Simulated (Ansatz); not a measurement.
input.yaml (Ansatz)

```yaml
crystal:
  lattice:
    - [3.3313943041, 0.0, 0.0]
    - [-1.665697152, 2.8850720974, 0.0]
    - [0.0, 0.0, 5.4401668986]
  atoms:
    - { symbol: In, position: [0.3333333333, 0.6666666667, 0.25] }
    - { symbol: In, position: [0.6666666667, 0.3333333333, 0.75] }
hamiltonian:
  xc: revpbe
  pseudopotentials:
    kind: paw
    azcp:
      In: "pseudopotentials/In.paw.azcp"
basis:
  ecutwfc: 420
  fft_grid_basis: typed
kpoints:
  mp_grid: { grid: [11, 11, 6], shift: [0, 0, 0] }
magnetization:
  spin_polarized: false
scf:
  occupations: { method: fermi_dirac, width: 0.1 }
relax:
  max_steps: 60
  f_tol: 0.01
  cell: {}
output:
  write_density: true
  write_potential: true
  elf: true
  volumetric_format: npy
```

Terminal output

```
Engine: ansatz 0.2.0, aarch64-unknown-linux-gnu
Pseudopotentials: kind: paw
Pseudopotential: In, paw, valence charge 13, recommended cutoff 420 eV (normal) 
Functional definition: revPBE
  parameter kappa = 1.245
  parameter beta = 0.06672455060314922
  exchange = pbe_x(kappa = kappa, mu = beta*pi^2/3)
  correlation = pbe_c(beta = beta)
Crystal: 2 atoms, lattice volume = 52.287 Å³
Basis set: ecut = 420 eV, 1039 PW (Γ), exchange–correlation on 48×48×80 points (8 copies of the dense FFT grid, shifted against one another)
Bands: 17, of which v1, the nominal top of the filled ones, is band 13 counted from 1 (12 counted from 0)
Symmetry: 24 space group operations
Space group: P63/mmc (ITA 194), of the structure as read, at distance tolerance 3.7e-5 Å
k-points: 64 of 726
Non-local potential: In, projectors of the file, l = 0: 2, l = 1: 2, l = 2: 2, l = 3: 2
PAW form: soft (Blöchl's): semilocal exchange-correlation on the pseudo side does not see the compensation charge
PAW frozen core: In, regenerated for the run's functional, and the local potential with it (the file was generated under x = pbe(κ = 0.804, μ = 0.2195149727645171), c = pbe(β = 0.06672455060314922))
PAW one-centre angular grid: In, 590 points (default); XC on 64 Gauss nodes
Initial density: superposition of atomic densities (neutral atoms: chi_scale 0, normalization atom), corrected by the library's trained network
Initial wavefunctions: pseudopotential atomic-orbital guess
Functional: x = revpbe(κ = 1.245, μ = 0.2195149727645171), c = pbe(β = 0.06672455060314922)
SCF iter   1: F=—  HF=-11207.654236 eV  |F-HF|=—  |Δ(HF+E_count)|=         —  Δρ=3.04e-3  dr2=2.52e-3  ethr=1.77e-3  ⟨swp⟩=5.8  Hψ=5374  notcnv=0
SCF iter   2: F=—  HF=-11207.652689 eV  |F-HF|=—  |Δ(HF+E_count)|=   1.55e-3  Δρ=1.26e-3  dr2=5.13e-4  ethr=9.67e-6  ⟨swp⟩=2.0  Hψ=2250  notcnv=0
SCF iter   3: F=—  HF=-11207.652794 eV  |F-HF|=—  |Δ(HF+E_count)|=   1.05e-4  Δρ=5.09e-4  dr2=9.91e-5  ethr=1.97e-6  ⟨swp⟩=1.0  Hψ=1083  notcnv=0
SCF iter   4: F=—  HF=-11207.652828 eV  |F-HF|=—  |Δ(HF+E_count)|=   3.41e-5  Δρ=9.51e-5  dr2=6.08e-6  ethr=3.81e-7  ⟨swp⟩=2.1  Hψ=1351  notcnv=0
SCF iter   5: F=—  HF=-11207.652828 eV  |F-HF|=—  |Δ(HF+E_count)|=   5.06e-7  Δρ=1.93e-5  dr2=1.71e-7  ethr=2.34e-8  ⟨swp⟩=3.0  Hψ=1934  notcnv=0
SCF iter   6: F=-11207.652828 eV  HF=-11207.652828 eV  |F-HF|=3.27e-9  |Δ(HF+E_count)|=   2.82e-9  Δρ=3.97e-6  dr2=7.57e-9  ethr=3.85e-10  ⟨swp⟩=7.9  Hψ=6756  notcnv=0
SCF 1 converged in 6 iterations: F = -11207.652828 eV  dr2 = 7.57e-9
relax step   1: F+E_penalty+E_count = -11207.65282846 eV  Δ(F+E_penalty+E_count) = +0.000e0 eV  max|allowed force component| = 3.701e-17 eV/Å  Δτ_max = 0.0000 Å  P = +3.458 GPa  Ω = 52.287 Å³  (6 SCF iters, dr2 threshold 1.00e-7 eV, accepted)
...
SCF iter   4: F=—  HF=-11207.701674 eV  |F-HF|=—  |Δ(HF+E_count)|=   4.85e-8  Δρ=1.06e-6  dr2=5.66e-10  ethr=3.09e-10  ⟨swp⟩=2.8  Hψ=1941  notcnv=0
SCF iter   5: F=—  HF=-11207.701674 eV  |F-HF|=—  |Δ(HF+E_count)|=  3.37e-10  Δρ=4.15e-7  dr2=7.57e-11  ethr=2.18e-12  ⟨swp⟩=2.0  Hψ=1926  notcnv=0
SCF iter   6: F=-11207.701674 eV  HF=-11207.701674 eV  |F-HF|=1.82e-12  |Δ(HF+E_count)|=  2.55e-11  Δρ=9.23e-8  dr2=5.91e-12  ethr=1.00e-12  ⟨swp⟩=5.3  Hψ=4302  notcnv=0
SCF 5 converged in 6 iterations: F = -11207.701674 eV  dr2 = 5.91e-12
relax step   5: F+E_penalty+E_count = -11207.70167392 eV  Δ(F+E_penalty+E_count) = -1.254e-3 eV  max|allowed force component| = 9.252e-18 eV/Å  Δτ_max = 0.0000 Å  P = -0.021 GPa  Ω = 57.291 Å³  stress off target by 3.54e-2 GPa  SCF on the basis re-selected at this cell (its energy is not comparable with the rows above)  (6 SCF iters)
basis re-selected at this cell: Δ(F+E_penalty+E_count) = -1.254e-3 eV, ΔP = -0.019 GPa vs the last step (what re-selecting the basis moved, of the pressure what is left beyond the Pulay correction that the steps carried, after the strain that the cell walked since its last selection, with what the two solves' SCF thresholds leave and, on support functions, any second-order correction that the steps lacked; it is no measure of the basis error at this ecutwfc). This SCF's stress stands 3.54e-2 GPa from its target on what of the cell is left free (relax.cell.stress_tol is 5.00e-2 GPa) and its largest allowed force component is 9.25e-18 eV/Å (relax.f_tol is 1.00e-2 eV/Å): within both
SCF converged after 6 iterations
Free energy (F): -11207.701674 eV
Harris-Foulkes:  -11207.701674 eV  (|F-HF|=1.82e-12)
Internal energy: -11207.671019 eV  (E = F + TS)
E sigma→0 (E₀):  -11207.686347 eV
Entropy (-TS):   -0.030655 eV (-15.327 meV/atom)
Fermi energy:    9.140684 eV
--- Per-component energies (eV) ---
  E_band       = -74.320666
  E_kinetic    = 480.547919
  E_local      = -2259.805932  (includes V_loc(G=0)·N_el)
  E_nonlocal   = 731.638520
  E_hartree    = 884.286566
  E_xc         = -431.827018
  E_vxc        = -198.071596  (∫ρ·V_xc dr)
  E_paw        = -8315.548659  (= ΣΔE_a)
  E_vpaw       = -597.202649  (= ΣTr[D̂ρ^β])
  E_aug_tail   = 0.000052  (compensation charges beyond the density's cutoff)
  E_ewald      = -2297.059111
  E_core_change = 0.096644  (= ΣΔE_core)
  E_smearing   = -0.030655  (= −TS)
  E_closure    = 0.000000  (closes the sum)
  Σ components = -11207.701674   (vs F -11207.701674, Δ=0.00e0)
--- Forces (eV/Å), atoms counted from 1 ---
  atom   1  In     0.00000000     0.00000000     0.00000000
  atom   2  In     0.00000000    -0.00000000     0.00000000
  max |Σ_I F_I| component: 9.25e-18 eV/Å
--- Stress (GPa, compression-positive) ---
       -0.013134      -0.000000       0.000000
        0.000000      -0.013134       0.000000
        0.000000       0.000000      -0.035356
  P = ⅓ Tr σ = -0.0205 GPa (-0.205 kbar)
--- Band table (eV; the first three rows and the last of 64) ---
  k-point 0: bands = ["-5.4974", "-5.4546", "-5.4351", "-5.4351", "-5.4130", "-5.4130", "-5.3728", "-5.3728", "-5.2170", "-5.2170", "0.2030", "4.9476", "6.1533", "16.8201", "16.8201", "18.5605", "18.5605"]
  k-point 1: bands = ["-5.4930", "-5.4556", "-5.4448", "-5.4448", "-5.4194", "-5.4194", "-5.3511", "-5.3511", "-5.2225", "-5.2225", "0.3457", "3.8152", "7.5703", "16.9424", "16.9424", "17.4506", "18.4956"]
  k-point 2: bands = ["-5.4819", "-5.4600", "-5.4530", "-5.4530", "-5.4344", "-5.4344", "-5.3104", "-5.3104", "-5.2401", "-5.2401", "0.7772", "2.5238", "9.7111", "14.7567", "17.2878", "17.2878", "18.2390"]
  k-point 63: bands = ["-5.4964", "-5.4964", "-5.3963", "-5.3963", "-5.3612", "-5.3612", "-5.2974", "-5.2974", "-5.2083", "-5.2083", "6.3859", "6.3859", "7.7468", "7.7468", "9.3890", "9.3890", "16.1317"]
--- Relaxed structure (4 steps of the walk, 4 accepted, 1 SCFs on fresh bases) ---
  F+E_penalty+E_count = -11207.70167392 eV   max|allowed force component| = 9.252e-18 eV/Å   (the final SCF, on the basis selected at the relaxed cell)
  cell:  # Å, volume = 57.2909 Å³
    - [3.4413944013934388, -2.9820724481803786e-11, 0.0]
    - [-1.7206972006708938, 2.9803349760631694, 0.0]
    - [0.0, 0.0, 5.58581331612254]
  atoms:
    - { symbol: In, position: [0.33333333333333326, 0.6666666666666666, 0.24999999999999997] }
    - { symbol: In, position: [0.6666666666666665, 0.3333333333333333, 0.7499999999999999] }
```
